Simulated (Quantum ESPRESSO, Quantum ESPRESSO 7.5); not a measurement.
# Lattice constants of LaIrGe₃: PBEsol within 1 % of compiled values, with LDA and D3 for comparison

## Background

LaIrGe₃ is a tetragonal metal of the BaNiSn₃ type, whose structure has no inversion centre. The reference lattice constants are a = 4.4343 Å and c = 10.0638 Å, taken from a printed reference work on Fermi surfaces and spin-orbit splitting in noncentrosymmetric intermetallics. They are compiled values; neither the method nor the temperature is given with them. My own reading is that they probably go back to X-ray diffraction on a bulk sample at room temperature. In that case they contain thermal expansion and zero-point motion, which a static relaxation leaves out. For a stiff intermetallic of heavy elements I would put the two together at a few tenths of a per cent in length, so the static cell should be slightly smaller than the measured one.

| compared with | measured | source's wording or label | method |
| --- | --- | --- | --- |
| a (Å) | 4.4343 | a axis | compiled value, method not stated |
| c (Å) | 10.0638 | c axis | compiled value, method not stated |

Conditions are those given with the value in the passage it was taken from; "not stated" means there, and the paper may say more elsewhere. The values are a selection: others may have been left out beforehand as unlike or outlying.

## Strategy

The aim is to obtain both lattice constants within 1 % of the reference, about 0.04 Å in a and 0.10 Å in c. That leaves room for the thermal allowance and for the usual error of a good semilocal functional, yet it is tight enough to expose a poor description of the bonding along either axis.

The model is the five-atom primitive cell in I4mm, non-spin-polarised, with cell and atoms relaxed together. The lanthanum compound has no occupied 4f shell and serves as the nonmagnetic reference to CeIrGe₃, so a nonmagnetic treatment is appropriate. Spin-orbit coupling matters greatly for the Fermi surfaces, but I expect little effect on the cell and leave it out. The starting cell, a = 4.447 Å and c = 10.104 Å, comes from an earlier calculation and already lies slightly above the reference on both axes; it is a starting point, not evidence.

The main functional is PBEsol, which was designed for equilibrium lattices of dense solids. A low-cutoff relaxation is not shown in this report; it would say little, because an incomplete basis puts a spurious stress on the cell, and the cell is the quantity wanted. Once the PBEsol result and its basis are settled, I will look at the Brillouin-zone sampling and set LDA beside it for scale.

Plain PBE isn't shown in this study.

System: LaIrGe3; I4mm (No. 107), 5 atoms in the primitive cell; the database structure is a structure relaxed by earlier theory (a GGA or r2SCAN, not named), not a measurement: a = 4.447 Å, c = 10.104 Å; structure from the Materials Project.

On the selection of runs and values: Further runs on this system are not shown.

## 1. PBEsol with its cutoff check

I relax the structure at a moderate cutoff and again at a clearly higher one, with the k mesh and smearing unchanged. The pair gives the lattice constants and shows whether the basis moves them by an amount that matters against 1 %. I expect both axes to come out a little below the starting cell, with a much smaller difference between the two cutoffs.

**Run 1.** Quantum ESPRESSO 7.5: PBEsol, GBRV ultrasoft potentials, cell and atoms relaxed from the database structure, cutoff 45 Ry (density 360 Ry), 8x8x8 k mesh, Marzari-Vanderbilt smearing 0.14 eV.

Key lines of the input:
```
! potential files: GBRV ultrasoft potentials, made for PBEsol
&control
  calculation = 'vc-relax'
  forc_conv_thr = 2.0d-4
  etot_conv_thr = 1.0d-5
  nstep = 60
/
&system
  nat = 5
  ntyp = 3
  ecutwfc = 45
  ecutrho = 360
  nbnd = 46
  occupations = 'smearing'
  smearing = 'mv'
  degauss = 0.01029
/
&electrons
  conv_thr = 1.0d-8
  electron_maxstep = 100
  mixing_beta = 0.4
/
&ions
/
&cell
  press_conv_thr = 0.5
/
ATOMIC_SPECIES
  La 138.905 La.upf
  Ge 72.630 Ge.upf
  Ir 192.217 Ir.upf
[... cell and positions ...]
K_POINTS automatic
  8 8 8 0 0 0
```

Command:
```
OMP_NUM_THREADS=1 mpirun -n 8 pw.x -nk 8 -in relax.in > relax.out
```

Selected lines of the output:
```
     bfgs converged in  10 scf cycles and   9 bfgs steps
CELL_PARAMETERS (angstrom)
  -2.204504940   2.204504940   5.026189929
```

Converged; 5.9 min on 8 cores of Arm Neoverse V2, shared host.

**Run 2.** Quantum ESPRESSO 7.5: PBEsol, GBRV ultrasoft potentials, cell and atoms relaxed from the database structure, cutoff 61 Ry (density 488 Ry), 8x8x8 k mesh, Marzari-Vanderbilt smearing 0.14 eV.

Key lines of the input, as changed from run 1:
```diff
  &system
-   ecutwfc = 45
-   ecutrho = 360
+   ecutwfc = 61
+   ecutrho = 488
```

Command:
```
OMP_NUM_THREADS=1 mpirun -n 4 pw.x -nk 4 -in relax.in > relax.out
```

Selected lines of the output:
```
     kinetic-energy cutoff     =      61.0000  Ry
     number of k points=    59  Marzari-Vanderbilt smearing, width (Ry)=  0.0103
     new unit-cell volume =    659.95182 a.u.^3 (    97.79477 Ang^3 )
     new unit-cell volume =    659.42294 a.u.^3 (    97.71640 Ang^3 )
          total   stress  (Ry/bohr**3)                   (kbar)     P=       -0.01
     bfgs converged in  10 scf cycles and   9 bfgs steps
     new unit-cell volume =    659.42294 a.u.^3 (    97.71640 Ang^3 )
          total   stress  (Ry/bohr**3)                   (kbar)     P=       -0.08
CELL_PARAMETERS (angstrom)
  -2.204601459   2.204601459   5.026286973
   2.204601459  -2.204601459   5.026286973
   2.204601459   2.204601459  -5.026286973
```

Converged; 21 min on 4 cores of Arm Neoverse V1, shared host.

| quantity | run 1 | run 2 | measured |
| --- | --- | --- | --- |
| a (Å) | 4.4090 | 4.4092 | 4.4343 |
| c (Å) | 10.0524 | 10.0526 | 10.0638 |
| conventional cell volume (Å³) | 195.41 | 195.43 |  |
| final pressure (GPa) | 0.001 | −0.008 |  |

PBEsol puts both lattice constants inside the target. At the higher cutoff a is 0.0251 Å below the reference, about 0.6 %, and c is 0.0112 Å below, about 0.1 %. Both deviations have the sign expected of a static cell, but they are unequal: the calculated cell is slightly too slender, and an equal expansion along both axes would not remove that.

Raising the cutoff changes each lattice constant by only 0.0002 Å, which is within what the stopping threshold on the pressure allows. The basis is therefore not behind the shortfall in a, and the moderate cutoff is sufficient for the remaining comparisons.

## 2. Sampling sensitivity and LDA for scale

In a metal the k mesh is the other numerical setting that can shift the cell. I repeat the PBEsol relaxation on a coarser mesh to see how strongly the axes respond; a small response would support the result without proving the denser mesh converged. Alongside it I relax the structure with LDA at the same cutoff and on the original mesh. LDA usually overbinds, so I expect a smaller cell than with PBEsol and a larger shortfall on both axes.

**Run 3.** Quantum ESPRESSO 7.5: PBEsol, GBRV ultrasoft potentials, cell and atoms relaxed from the database structure, cutoff 45 Ry (density 360 Ry), 6x6x6 k mesh, Marzari-Vanderbilt smearing 0.14 eV.

Key lines of the input, as changed from run 1:
```diff
  K_POINTS automatic
-   8 8 8 0 0 0
+   6 6 6 0 0 0
```

Selected lines of the output:
```
     number of k points=    30  Marzari-Vanderbilt smearing, width (Ry)=  0.0103
     bfgs converged in   6 scf cycles and   5 bfgs steps
CELL_PARAMETERS (angstrom)
  -2.203690613   2.203690613   5.032082769
```

Converged; 2.4 min on 8 cores of Arm Neoverse V2, shared host.

**Run 4.** Quantum ESPRESSO 7.5: LDA, GBRV ultrasoft potentials, cell and atoms relaxed from the database structure, cutoff 45 Ry (density 360 Ry), 8x8x8 k mesh, Marzari-Vanderbilt smearing 0.14 eV.

Key lines of the input, as changed from run 1:
```diff
- ! potential files: GBRV ultrasoft potentials, made for PBEsol
+ ! potential files: GBRV ultrasoft potentials, made for LDA
```

Selected lines of the output:
```
     bfgs converged in  10 scf cycles and   9 bfgs steps
CELL_PARAMETERS (angstrom)
  -2.189727020   2.189727020   4.987147811
```

Converged; 5.7 min of wall time.

| quantity | run 3 | run 4 | measured |
| --- | --- | --- | --- |
| a (Å) | 4.4074 | 4.3795 | 4.4343 |
| c (Å) | 10.0642 | 9.9743 | 10.0638 |
| conventional cell volume (Å³) | 195.50 | 191.30 |  |
| final pressure (GPa) | 0.008 | 0.002 |  |

The coarser mesh changes the shape of the cell more than its size. Relative to the denser mesh at the same cutoff, a falls by 0.0016 Å and c rises by 0.0118 Å, about 0.1 %, while the volume hardly changes. This relaxation also stopped after fewer steps, so part of the shift may come from the stopping point and not from the sampling. The coarse-mesh c lies almost on the reference, but I give that no weight: the denser mesh moves it away again. Both PBEsol lattice constants stay well inside 1 % on either mesh. The small remaining deviation in c, however, is no larger than this shift and should not be interpreted.

LDA contracts both axes, as I had supposed. Its a is 0.0548 Å below the reference, about 1.2 %, and misses the target. Its c is 0.0895 Å short, about 0.9 %, a narrow pass with a margin no wider than the shift in c between the two PBEsol meshes.

## Results at a glance

| run | settings | a (Å) | deviation | c (Å) | deviation | cost |
| --- | --- | --- | --- | --- | --- | --- |
| 1 | PBEsol, cutoff 45 Ry (density 360 Ry), 8x8x8 k mesh | 4.4090 | −0.0253 (−0.6 %) | 10.0524 | −0.0114 (−0.1 %) | 47 core-min |
| 2 | PBEsol, cutoff 61 Ry (density 488 Ry), 8x8x8 k mesh | 4.4092 | −0.0251 (−0.6 %) | 10.0526 | −0.0112 (−0.1 %) | 83 core-min |
| 3 | PBEsol, cutoff 45 Ry (density 360 Ry), 6x6x6 k mesh | 4.4074 | −0.0269 (−0.6 %) | 10.0642 | +0.0004 (+0.0 %) | 20 core-min |
| 4 | LDA, cutoff 45 Ry (density 360 Ry), 8x8x8 k mesh | 4.3795 | −0.0548 (−1.2 %) | 9.9743 | −0.0895 (−0.9 %) | 45 core-min |
|  | measured | 4.4343 |  | 10.0638 |  |  |

Further runs on the same system, made beside this series (convergence steps with loose settings among them):

| further | settings | a (Å) | deviation | c (Å) | deviation | cost |
| --- | --- | --- | --- | --- | --- | --- |
| F1 | PBEsol+D3(BJ), cutoff 45 Ry (density 360 Ry), 8x8x8 k mesh | 4.3659 | −0.0684 (−1.5 %) | 9.9645 | −0.0993 (−1.0 %) | 56 core-min |
|  | measured | 4.4343 |  | 10.0638 |  |  |

## How well does the simulation do?

PBEsol meets the target on both axes. At the higher cutoff a is 0.6 % and c 0.1 % below the reference, for 83 core-minutes. The moderate cutoff gives practically the same cell for 47 core-minutes, and I would use it for further work.

The cutoff comparison rules out the basis as the source of the shortfall in a. The run on the coarser mesh leaves a almost unchanged but differs in c by about 0.1 % (from the sampling, the earlier stopping point, or both), as much as the remaining deviation in c, so the closer agreement along that axis should not be over-read. A mesh denser than 8×8×8 and a different smearing width are not shown in this report.

LDA misses in a by 1.2 % and passes narrowly in c. Adding D3(BJ) to PBEsol, at the settings of run 1, shortens a by about 0.04 Å and c by about 0.09 Å. That takes a out of the target and leaves c only just inside it, so the correction does not help here.

Thermal expansion and zero-point motion, at a few tenths of a per cent, would account for part of the shortfall in a if the reference is a room-temperature value. The same allowance would carry c slightly past the reference. The agreement in c may therefore include a small cancellation, and the difference in shape between the two cells remains unexplained. Spin-orbit coupling, left out here, could contribute, though I expect its effect on the cell to be small. The compiled reference, whose method and temperature are not given with it, does not allow a finer judgement.

[Logs are printed without paths, hosts, clocks, repeated set-up lines and the standing remarks that a program may print on its own settings, such as how far it seeks lower states.]

[The runs shown are a pick from a larger set of finished runs; failed, doubtful and other runs were left out of it ahead of writing. So were measured values far from every level or from commonly accepted values, and agreement can look better than it is. Lines of input and output are excerpts and may be shortened.]
